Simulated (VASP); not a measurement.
**Cu2O (Cuprite): band structure with r2SCAN**

**The experiment to reproduce.**

“Importance of surface oxygen vacancies for ultrafast hot carrier relaxation and transport in Cu2O”, 2021, arxiv:2103.03167 quotes, for a bulk crystal of Cu2O: band gap 2.17 eV (direct).

Cu2O (Cuprite):

```xyz
6
Lattice="4.2600 0.0000 0.0000 0.0000 4.2600 0.0000 0.0000 0.0000 4.2600" Properties=species:S:1:pos:R:3 pbc="T T T"
Cu    3.1950    1.0650    3.1950
Cu    3.1950    3.1950    1.0650
Cu    1.0650    3.1950    3.1950
Cu    1.0650    1.0650    1.0650
O     2.1300    2.1300    2.1300
O     0.0000    0.0000    0.0000
```

```
Program                : VASP 6.6.1
Task                   : band structure
Functional             : r2SCAN
Potentials or basis    : VASP PAW PBE potentials, release 64 (Cu, O)
Cutoff                 : 520 eV
k mesh                 : 6 × 6 × 6
Occupations            : fermi-dirac, width 0.05 eV
Spin                   : no spin polarisation
Further INCAR settings : ALGO = Normal; EDIFF = 1e-07; NBANDS = 37
```

| Item | Value |
| --- | --- |
| Pressure | -0.1 GPa |
| Band gap on the k mesh | 0.77 eV, direct |
| Band gap along the path | 0.77 eV, direct |

Levels at the corners of the path, in eV from the valence-band top:
| point | band 26 | band 27 | band 28 | band 29 | band 30 | band 31 |
| --- | --- | --- | --- | --- | --- | --- |
| Γ | 0.00 | 0.00 | 0.00 | 0.77 | 1.51 | 1.51 |
| X | -1.28 | -0.38 | -0.38 | 2.53 | 2.53 | 4.54 |
| X | -1.28 | -0.38 | -0.38 | 2.53 | 2.53 | 4.54 |
| M | -1.29 | -0.66 | -0.66 | 2.21 | 2.21 | 4.16 |
| M | -1.29 | -0.66 | -0.66 | 2.21 | 2.21 | 4.16 |
| Γ | 0.00 | 0.00 | 0.00 | 0.77 | 1.51 | 1.51 |
| Γ | 0.00 | 0.00 | 0.00 | 0.77 | 1.51 | 1.51 |
| R | -0.60 | -0.60 | -0.60 | 2.74 | 2.74 | 2.74 |
| R | -0.60 | -0.60 | -0.60 | 2.74 | 2.74 | 2.74 |
| X | -1.28 | -0.38 | -0.38 | 2.53 | 2.53 | 4.54 |
| M | -1.29 | -0.66 | -0.66 | 2.21 | 2.21 | 4.16 |
| R | -0.60 | -0.60 | -0.60 | 2.74 | 2.74 | 2.74 |

Wall time 5.4 min on 1 thread of Intel(R) Xeon(R) Platinum 8375C CPU @ 2.90GHz (Ice Lake), on a shared host, peak memory 0.22 GiB.

A measured gap of Cu2O is 2.17 eV (direct; quoted in “Importance of surface oxygen vacancies for ultrafast hot carrier relaxation and transport in Cu2O”, 2021, arxiv:2103.03167); the calculated 0.77 eV misses it by -1.40 eV. So large a miss can be the level of theory's own, or it may mean another phase, state or a wrong row. The value is that of r2SCAN, without temperature or zero-point motion.

Caveat: the PAW data sets were made with another functional, which shifts forces and pressure a little.
